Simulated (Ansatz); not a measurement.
MgSe (started from an entry of an open crystallographic database) at its r2SCAN geometry, in Ansatz 0.2.0. One HSE06 run serves as the base. The settings are then varied one at a time, some on purpose to values that make no sense. Doubtful ones may also carry a cap on iterations. All numbers are computed, and spin polarisation is off unless an edit sets a moment.

Base input:
```yaml
crystal:
  lattice:
    - [0.0, 2.7362756103, 2.7362756103]
    - [2.7362756103, 0.0, 2.7362756103]
    - [2.7362756103, 2.7362756103, 0.0]
  atoms:
    - { symbol: Mg, position: [0.0, 0.0, 0.0] }
    - { symbol: Se, position: [0.5, 0.5, 0.5] }
kpoints:
  mp_grid: { grid: [4, 4, 4] }
hamiltonian:
  xc: hse06
scf:
  occupations: { method: fixed }
  n_extra_bands: 4
output:
  forces: true
  stress: true
  eigenvalues: true
```

Base results:
```
Basis set: ecut = 420 eV, 821 PW (Γ)
Symmetry: 48 space group operations
Space group: Fm-3m (ITA 225)
k-points: 8 of 64
Exchange kernel: α = 0.2500, screened, ω = 0.2079 Å⁻¹, Wigner–Seitz truncation, v(0) = 1021.7901 eV·Å³, q-mesh 4×4×4
hybrid SCF converged: 2 outer / 9 inner (+2 warm-up)
Free energy (F): -7397.308367 eV
Fermi energy:    7.050954 eV
--- Stress (GPa, compression-positive) ---
        0.128673       0.000000       0.000000
        0.000000       0.128673       0.000000
        0.000000       0.000000       0.128673
  P = ⅓ Tr σ = 0.1287 GPa (1.287 kbar)
```
The gap over this mesh is 2.652 eV.

Run as `ansatz run input.yaml --threads 4 --pin off --max-ram 3686MiB --backend cpu --events-out ev --progress --plain --runs-dir out`. Wall time 6.2 s on 4 threads of Arm Neoverse N1, on a shared host, load about 0.5 per core; peak host memory 0.58 GiB.

Q: Predict the outcome of this edit.
```yaml
hamiltonian:
  xc: { exchange: pbe, correlation: pbe, exx: { coeff: 0.75 } }
```

A: That is 75 % exact exchange, at all ranges, against HSE06's 25 % screened at 0.208 1/Å. The mean stress moves by -2.5 GPa and the gap on the mesh by +4.098 eV (to 6.750). Totals of different functionals aren't comparable.
Lines that differ from the base's log, and the results:
```
hybrid SCF converged: 3 outer / 16 inner (+2 warm-up)
Free energy (F): -7401.907922 eV
Fermi energy:    4.673112 eV
--- Stress (GPa, compression-positive) ---
       -2.362647       0.000000       0.000000
        0.000000      -2.362647       0.000000
        0.000000       0.000000      -2.362647
  P = ⅓ Tr σ = -2.3626 GPa (-23.626 kbar)
```

Q: These lines are set or replaced. What follows?
```yaml
hamiltonian:
  xc:
    exchange: pbe
    correlation: pbe
    exx: { coeff: 0.05, omega: 0.2078 }
```

A: That is 5 % exact exchange, screened with ω = 0.2078 1/Å, against HSE06's 25 % screened at 0.208 1/Å. The mean stress moves by +1.2 GPa and the gap on the mesh by -0.708 eV (to 1.944). Totals of different functionals aren't comparable.
Lines that differ from the base's log, and the results:
```
Exchange kernel: α = 0.0500, screened, ω = 0.2078 Å⁻¹, Wigner–Seitz truncation, v(0) = 1022.4211 eV·Å³, q-mesh 4×4×4
hybrid SCF converged: 2 outer / 7 inner (+2 warm-up)
Free energy (F): -7395.687383 eV
Fermi energy:    7.529899 eV
--- Stress (GPa, compression-positive) ---
        1.325940       0.000000       0.000000
        0.000000       1.325940       0.000000
        0.000000       0.000000       1.325940
  P = ⅓ Tr σ = 1.3259 GPa (13.259 kbar)
```

Q: These lines are set or replaced. What follows?
```yaml
hamiltonian:
  xc: { exchange: pbe, correlation: pbe, exx: { coeff: 0.35, omega: 0.5 } }
```

A: That is 35 % exact exchange, screened with ω = 0.5 1/Å, against HSE06's 25 % screened at 0.208 1/Å. The mean stress moves by +0.1 GPa and the gap on the mesh by -0.299 eV (to 2.353). Totals of different functionals aren't comparable.
```
Exchange kernel: α = 0.3500, screened, ω = 0.5000 Å⁻¹, Wigner–Seitz truncation, v(0) = 180.9513 eV·Å³, q-mesh 4×4×4
hybrid SCF converged: 2 outer / 9 inner (+2 warm-up)
Free energy (F): -7397.837138 eV
Fermi energy:    7.221941 eV
--- Stress (GPa, compression-positive) ---
        0.267419       0.000000       0.000000
        0.000000       0.267419       0.000000
        0.000000       0.000000       0.267419
  P = ⅓ Tr σ = 0.2674 GPa (2.674 kbar)
--- Band table (eV; the first three rows and the last of 8) ---
  k-point 0: bands = […, -38.9319, -38.9319, -6.8389, 7.2219, 7.2219, 7.2219, 10.5015, 15.2956, 15.2956, 15.2956]
  k-point 1: bands = […, -38.9320, -38.9320, -6.3047, 4.1128, 6.8847, 6.8847, 11.9939, 14.9824, 14.9824, 15.7417]
  k-point 2: bands = […, -38.9320, -38.9320, -5.6201, 2.0468, 6.6040, 6.6040, 11.6567, 13.9780, 13.9780, 16.7092]
  k-point 7: bands = […, -38.9343, -38.9331, -5.2350, 3.7544, 3.7544, 4.6013, 12.3665, 14.9427, 15.4672, 15.4672]
```

Q: Predict the outcome of this edit.
```yaml
hamiltonian:
  xc: { exchange: pbe, correlation: pbe, exx: { coeff: 0.5, omega: 0.5 } }
```

A: That is 50 % exact exchange, screened with ω = 0.5 1/Å, against HSE06's 25 % screened at 0.208 1/Å. The mean stress moves by -0.4 GPa and the gap on the mesh by -0.040 eV (to 2.611). Totals of different functionals aren't comparable.
```
Exchange kernel: α = 0.5000, screened, ω = 0.5000 Å⁻¹, Wigner–Seitz truncation, v(0) = 180.9513 eV·Å³, q-mesh 4×4×4
hybrid SCF converged: 3 outer / 13 inner (+2 warm-up)
Free energy (F): -7398.968678 eV
Fermi energy:    7.034408 eV
--- Stress (GPa, compression-positive) ---
       -0.270192       0.000000       0.000000
        0.000000      -0.270192       0.000000
        0.000000       0.000000      -0.270192
  P = ⅓ Tr σ = -0.2702 GPa (-2.702 kbar)
```

Q: What happens with this change?
```yaml
scf:
  mixing: { ndim: 2 }
  max_iter: 99
```

A: It converges in 11 iterations, as the base does. The result is the base's, as it should be for a key that only affects how the solution is found.

Spin-orbit coupling is left out.

The stress of a hybrid is loosely converged in these runs.

The meshes of the hybrids are coarse, so their gaps aren't converged to the digits shown.
